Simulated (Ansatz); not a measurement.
**Stability checks on a candidate for LiCl**

The structure comes from a generated guess, relaxed at this level; another structure or a mixture of phases may lie lower.

Method: Ansatz, DFT PBE, scalar-relativistic, plane waves, PAW. Cutoff 420 eV, Γ-centred 8×8×8 mesh (2-atom cell), Gaussian smearing of 0.02 eV, no spin polarisation.

```yaml
crystal:
  lattice:
    - [0.00000, 2.75782, 2.75782]
    - [2.75782, 0.00000, 2.75782]
    - [2.75782, 2.75782, 0.00000]
  atoms:
    - { symbol: Li, position: [0.25000, 0.25000, 0.25000] }
    - { symbol: Cl, position: [0.50000, 0.50000, 0.50000] }
```

Formation energies are uncorrected and refer to the elements' standard structures at the same level (Cl₂ as a molecule).

Problem. These tests were run: energy against the elements; random kick, then relaxation without symmetry; phonons on a 4×4×4 q mesh. What do they show?

Solution.

```json
{"test": "energy against the elements", "result": "−1.873 eV/atom"}
{"test": "random kick, then relaxation without symmetry", "result": "returns"}
{"test": "phonons on a 4×4×4 q mesh", "result": "no imaginary mode on the mesh"}
```

It fails none of these tests. Whether a mixture of other phases lies lower isn't tested here.

The kick test ran on a coarse mesh. The run for the phonons used an 8×8×8 k mesh.
